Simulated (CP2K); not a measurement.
# Te under changes of volume

One of the cells (32.696 Å³/atom); the others are scaled copies at fixed shape and fractional positions:

```xyz
3
Lattice="4.3829 0.0000 0.0000 2.2770 3.7449 0.0000 -0.0822 -0.0462 5.9761" Properties=species:S:1:pos:R:3 pbc="T T T"
Te    0.0000    0.0000    0.0000
Te    2.0330    1.1432    2.0248
Te    4.5447    2.5555    3.9513
```

This isn't the form of Te at room conditions, which is trigonal, of chains.

```yaml
Program: CP2K 2026.2
Functional: PBEsol
Potentials_or_basis: POTENTIAL_UZH Te GTH-PBE-q6; TZVP-MOLOPT-PBE-GTH basis
Density_cutoff: 6123 eV
k_mesh: 7 × 7 × 5
Occupations: fermi-dirac, width 0.05 eV
Spin: no spin polarisation
```

```csv
volume (Å³/atom),energy over the lowest point (meV/atom),pressure (GPa),largest force (eV/Å)
30.734,18.94,3.5,0.498
31.388,?,?,?
32.042,1.27,0.9,0.354
32.696,0.00,-0.2,0.289
33.350,3.06,-1.2,0.229
34.004,9.98,-2.1,0.172
34.658,20.34,-2.9,0.120
```

Problem. What does the run at 31.388 Å³/atom give?

Solution. Energy over the lowest point 7.39 meV/atom; pressure 2.1 GPa; largest force 0.424 eV/Å.

Worked out: A Birch-Murnaghan fit of order 3 (a polynomial in V^(-2/3)) to the other rows has its minimum at 32.55 Å³/atom with B0 = V·E''(V) = 54 GPa and B' = 4.7 at fixed shape and positions, which overstates the stiffness. It gives 7.39 meV/atom at 31.388 Å³/atom, against the run's 7.39, and -dE/dV = 2.1 GPa, against 2.1.

Energies are extrapolated to zero smearing.

Caveats: the potentials were made for another functional, which shifts forces and pressure; the basis of atomic orbitals isn't converged, which shifts pressures, moduli and gaps.
